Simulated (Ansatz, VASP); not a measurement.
## Ge: VASP beside Ansatz

```
Ge
1.0
     2.63603    0.00000    0.00000
     0.00000    2.63603    0.00000
     0.00000    0.00000    2.63603
Ge
1
Direct
  0.00000 0.00000 0.00000
```

Change from the starting cell: volume scaled by 0.92, PAW files.

Alike in both runs: task single point; functional PBE; k mesh 15 × 15 × 15; occupations fermi-dirac, width 0.08 eV; no spin polarisation.

|  | VASP | Ansatz |
| --- | --- | --- |
| version | VASP 6.6.1 | Ansatz 0.2.0 |
| potentials or method | VASP PAW PBE potentials, release 64 (Ge_d) | PAW with Ansatz's default frozen-core files, scalar-relativistic |
| plane-wave cutoff (eV) | 520 | 420 |
| valence electrons in the cell | 14 | 14 |

Ansatz gave:

| Item | Value |
| --- | --- |
| pressure (GPa) | 6.7 |

**Question.** What did VASP give for the same quantities?

**Answer.** Pressure (GPa): 6.8.

The functional is the same, so the differences come from potentials, cutoffs and numerics.
